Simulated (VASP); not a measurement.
Write the native input for VASP 6.6.1 that does the following.

```
Task                   : single point
Functional             : PBEsol
Potentials or basis    : VASP PAW PBE potentials, release 64 (Sn_d)
Cutoff                 : 520 eV
k mesh                 : 8 × 8 × 8
Occupations            : fermi-dirac, width 0.025 eV
Spin                   : no spin polarisation
Dipole correction      : no
Further INCAR settings : ALGO = Fast; EDIFF = 1e-06; NBANDS = 13
```

The structure of Sn lies in POSCAR:

```
Sn
1.0
   -1.8946518200      1.8946518200      1.8946518200
    1.8946518200     -1.8946518200      1.8946518200
    1.8946518200      1.8946518200     -1.8946518200
Sn
1
Direct
    0.0000000000      0.0000000000      0.0000000000
```

This isn't the form of Sn at room conditions, which is tetragonal (white tin).

These files were run (other wordings do the same):

INCAR

```
  ALGO = Fast
  EDIFF = 1E-6
  ENCUT = 520
  GGA = PS
  ISIF = 2
  ISMEAR = -1
  LASPH = True
  LCHARG = True
  LELF = True
  LREAL = False
  LVHAR = True
  LWAVE = False
  NBANDS = 13
  NELM = 100
  PREC = Accurate
  SIGMA = 0.025
```

KPOINTS

```
k-points
0
Gamma
  8 8 8
```

Potentials or basis: VASP PAW PBE potentials, release 64 (Sn_d).

Command:

```console
$ cat potpaw_PBE.64/Sn_d/POTCAR > POTCAR
$ mpirun -np 1 vasp_std > vasp.out
```

Results of the run:

The pressure is -1.7 GPa and the band gap on the k mesh is none (metal or under the smearing width).

Caveat: the PAW data sets were made with another functional, which shifts forces and pressure a little.

Run time: 6.4 s on 1 thread of Intel(R) Xeon(R) Platinum 8488C (Sapphire Rapids) (shared host), peak memory 0.13 GiB.
